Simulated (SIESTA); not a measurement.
## How far to go with the SCF threshold: LaAlO3 (P4mm, 5 atoms in the cell)

```yaml
crystal:
  lattice:
    - [3.82905, 0.00000, 0.00000]
    - [0.00000, 3.82905, 0.00000]
    - [0.00000, 0.00000, 3.82905]
  atoms:
    - { symbol: La, position: [0.00000, 0.00000, 0.01306] }
    - { symbol: Al, position: [0.50000, 0.50000, 0.50000] }
    - { symbol: O, position: [0.50000, 0.00000, 0.50000] }
    - { symbol: O, position: [0.00000, 0.50000, 0.50000] }
    - { symbol: O, position: [0.50000, 0.50000, 0.00000] }
```

Method: GGA PBE, numerical atomic orbitals DZP, PseudoDojo PBE standard norm-conserving potentials (rewritten from UPF to PSML) (SIESTA 5.4.2).

Base settings: XC.functional = GGA; XC.authors = PBE; potentials = PseudoDojo PBE standard; PAO.BasisSize = DZP; PAO.EnergyShift = 0.01 Ry; MeshCutoff = 300 Ry; kgrid.MonkhorstPack = 3 3 3; OccupationFunction = FD; ElectronicTemperature = 20 meV; MaxSCFIterations = 150.

In this ladder: SCF.DM.Tolerance = default; SCF.DM.Converge = false; SCF.H.Converge = false; SCF.FreeE.Converge = true.

The mesh stays at the base's, so the ladder's end is converged at best in this setting alone.

Only quantities that move along the ladder and can be compared are tabulated; the gap is left out on so coarse a mesh.

Core times come from one kind of shared machine, to one figure; runs under 30 s give none.

The starting cell has typed, rounded lattice constants, without a prior relaxation at this level. Its lattice was rescaled by up to half a per cent. One atom was moved a little off its site on purpose. Values carry the incompleteness of an atom-centred basis.

```csv
SCF.FreeE.Tolerance,pressure (GPa),core time / last (rough)
1.0E-01 eV,-1.55,–
1.0E-02 eV,-0.75,–
1.0E-03 eV,-1.20,0.6
1.0E-04 eV,-1.17,0.8
1.0E-05 eV,-1.16,0.6
1.0E-06 eV,-1.16,0.7
1.0E-07 eV,-1.16,0.5
1.0E-08 eV,-1.16,0.9
1.0E-10 eV,-1.16,0.4
1.0E-12 eV,-1.16,1
```

Coarsest SCF.FreeE.Tolerance that holds the pressure within 0.2 GPa of the last step, with all finer ones: 1.0E-03 eV; the step before is off by 0.41 GPa.
